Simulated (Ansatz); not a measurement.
**Eigenvalues along a path: Nb (beta tin type)**

```
CELL_PARAMETERS angstrom
-2.59736 2.59736 1.42231
2.59736 -2.59736 1.42231
2.59736 2.59736 -1.42231
ATOMIC_POSITIONS crystal
Nb 0.62500 0.87500 0.75000
Nb 0.37500 0.12500 0.25000
```

The cell comes from a relaxation on PAW files under the same functional, begun from a prototype that needn't be the stable phase.

All numbers are PBE results (scalar-relativistic) from Ansatz 0.2.0, with a Γ-centred 15×15×15 k mesh, Fermi–Dirac smearing of 0.1 eV, no spin polarisation. Methods: LAPW: all electrons, basis error target 1 meV/atom.

Path points, in fractions of the reciprocal vectors: Γ (0.000, 0.000, 0.000), X (0.000, 0.000, 0.500), M (-0.500, 0.500, 0.500), Z (0.325, 0.325, -0.325), Z0 (-0.325, 0.675, 0.325), P (0.250, 0.250, 0.250). The distance column jumps between branches of the path. Levels in eV from the Fermi level; bands 25 to 33, counted from the lowest band of the run. The gap is zero, the pressure 0.00 GPa.

```
# k(1/Å) point b25 b26 b27 b28 b29 b30 b31 b32 b33
0.000 Γ -5.98 -4.25 -2.48 -1.93 -1.18 2.41 2.41 2.47 2.47
0.122 - -5.90 -4.18 -2.44 -1.96 -1.22 2.43 2.47 2.52 2.53
0.244 - -5.66 -3.99 -2.30 -2.05 -1.32 2.46 2.62 2.66 2.69
0.367 - -5.27 -3.69 -2.15 -2.06 -1.45 2.38 2.79 2.84 2.87
0.489 - -4.78 -3.35 -2.21 -1.73 -1.55 1.92 2.79 2.81 3.12
0.611 - -4.25 -3.13 -2.12 -1.61 -1.31 1.21 2.36 2.38 3.35
0.733 - -3.75 -3.16 -1.86 -1.61 -0.80 0.48 1.82 1.85 3.52
0.855 X -3.37 -3.37 -1.65 -1.65 -0.20 -0.20 1.60 1.60 3.58
0.977 - -3.35 -3.35 -1.62 -1.62 -0.26 -0.26 1.71 1.71 3.56
1.100 - -3.28 -3.28 -1.53 -1.53 -0.39 -0.39 1.96 1.96 3.47
1.222 - -3.21 -3.21 -1.38 -1.38 -0.47 -0.47 2.25 2.25 3.34
1.344 - -3.16 -3.16 -1.25 -1.25 -0.38 -0.38 2.48 2.48 3.16
1.466 - -3.14 -3.14 -1.17 -1.17 -0.06 -0.06 2.48 2.48 2.99
1.588 - -3.14 -3.14 -1.14 -1.14 0.36 0.36 2.13 2.13 3.00
1.711 M -3.14 -3.14 -1.13 -1.13 0.62 0.62 1.87 1.87 3.02
1.883 - -3.27 -3.00 -1.19 -1.09 -0.12 0.50 1.98 2.61 2.98
2.056 - -3.64 -2.70 -1.32 -1.21 -0.81 -0.02 2.27 2.92 3.03
2.229 - -4.16 -2.46 -2.22 -1.44 -0.82 -0.04 2.54 2.81 3.21
2.402 - -4.77 -3.07 -2.30 -1.57 -1.47 1.18 2.58 2.67 3.39
2.574 - -5.38 -3.71 -2.14 -2.09 -1.39 2.40 2.53 2.54 3.08
2.747 - -5.82 -4.11 -2.39 -1.99 -1.25 2.45 2.49 2.52 2.66
2.920 Γ -5.98 -4.25 -2.48 -1.93 -1.18 2.41 2.41 2.47 2.47
3.125 - -5.75 -4.13 -2.45 -1.53 -0.93 1.07 1.07 3.00 3.00
3.330 - -5.11 -3.78 -2.30 -0.45 -0.38 -0.38 -0.21 2.66 2.66
3.535 - -4.21 -3.22 -2.05 -1.60 -1.60 0.84 1.12 2.03 2.03
3.740 - -3.19 -2.49 -2.46 -2.46 -1.77 1.49 1.49 1.71 2.91
3.945 - -2.90 -2.90 -2.19 -1.63 -1.57 1.18 1.18 1.70 4.23
4.151 - -2.93 -2.93 -1.53 -1.37 -0.73 1.00 1.15 1.15 3.79
4.356 Z -2.56 -2.56 -1.67 -0.93 -0.01 0.10 1.39 1.39 3.26
5.735 Z0 -2.56 -2.56 -1.67 -0.93 -0.01 0.10 1.39 1.39 3.26
5.845 - -2.21 -2.21 -1.82 -0.87 -0.63 0.49 1.62 1.62 2.07
5.956 - -2.02 -1.76 -1.76 -1.27 -0.89 0.82 1.03 1.89 1.89
6.066 - -2.27 -1.87 -1.24 -1.24 -0.97 0.19 1.10 2.19 2.19
6.176 - -2.57 -2.39 -1.06 -0.67 -0.67 -0.41 1.33 2.41 2.47
6.287 - -2.85 -2.80 -1.13 -0.80 -0.09 -0.09 1.53 2.22 2.71
6.397 - -3.06 -3.05 -1.16 -1.02 0.40 0.40 1.71 2.04 2.89
6.508 M -3.14 -3.14 -1.13 -1.13 0.62 0.62 1.87 1.87 3.02
7.363 X -3.37 -3.37 -1.65 -1.65 -0.20 -0.20 1.60 1.60 3.58
7.521 - -3.27 -3.27 -1.61 -1.61 -0.25 -0.25 1.51 1.51 3.66
7.679 - -3.04 -3.04 -1.49 -1.49 -0.33 -0.33 1.33 1.33 3.84
7.836 - -2.90 -2.90 -1.51 -1.51 -0.15 -0.15 1.29 1.29 3.89
7.994 - -2.91 -2.91 -1.81 -1.81 0.28 0.28 1.65 1.65 3.99
8.152 - -2.99 -2.99 -2.18 -2.18 0.54 0.54 2.35 2.35 4.16
8.310 - -3.06 -3.06 -2.45 -2.45 0.67 0.67 2.86 2.86 4.29
8.468 P -3.08 -3.08 -2.55 -2.55 0.72 0.72 3.02 3.02 4.34
```
